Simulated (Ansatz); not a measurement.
## Ionic part of the dielectric constant of CaF2 at -1 GPa, mode by mode

Level of theory: DFT PBEsol, scalar-relativistic, plane waves, PAW in Ansatz. Plane waves to 420 eV; Γ-centred k mesh 8×8×8; fixed occupations. No spin polarisation. Phonons by linear response, acoustic sum rule imposed.

The structure is cubic, space group Fm-3m (No. 225). The conventional cell has a = 5.442 Å, b = 5.442 Å, c = 5.442 Å, α = 90.00°, β = 90.00°, γ = 90.00°. Ca (site symmetry m-3m) is surrounded by 8 F at 2.36 Å. Around F (site symmetry -43m) lie 4 Ca at 2.36 Å.

The primitive cell has V = 40.29 Å³ and ε∞,xx = 2.316. Each polar mode adds Δε = (4.92064×10⁷/V)·S/ν² along x, with S its oscillator strength in e²/amu, ν in cm⁻¹ and V in Å³.

Task: From these modes, find each Δε and ε0,xx.
| ν (cm⁻¹) | S_xx (e²/amu) |
| --- | --- |
| 240.9 | 0.2886 |

Result:
| ν (cm⁻¹) | Δε |
| --- | --- |
| 240.9 | 6.07 |

The sum is 6.074, so ε0,xx = 8.39; the run's tensor has 8.39.

Task: Where do the longitudinal modes lie for a wave vector along x?

Result: At 459 cm⁻¹. The Lyddane–Sachs–Teller product Π(ν_LO/ν_TO)² = 3.62 matches ε0/ε∞ = 3.62.

Cost: 1 run of about 1 core-minutes, on Intel Xeon Processor @ 2.50GHz (Skylake/Cascade Lake) (shared hosts).

Lattice polarisation dominates the static response of CaF2 here: the single polar mode contributes 6.07, against an electronic part of 2.316. In this mode the Ca sublattice moves against the two F sublattices, so strongly ionic bonding gives a large oscillating dipole, and the low transverse frequency amplifies its effect through the inverse-square dependence. The tightly bound valence electrons of fluoride screen the accompanying macroscopic field only weakly, which explains why the longitudinal mode is pushed up to 459 cm⁻¹ from 240.9 cm⁻¹.

Both the electronic and the static constants lie above the well-known ambient values for fluorite. For the electronic part, the likely cause is the semilocal functional's underestimated band gap, which makes the electrons too polarisable. The excess in the ionic part goes with a transverse mode that is too soft, to which the functional and the applied tension may both contribute. The Lyddane–Sachs–Teller agreement confirms the internal consistency of the harmonic response, not its accuracy against experiment.
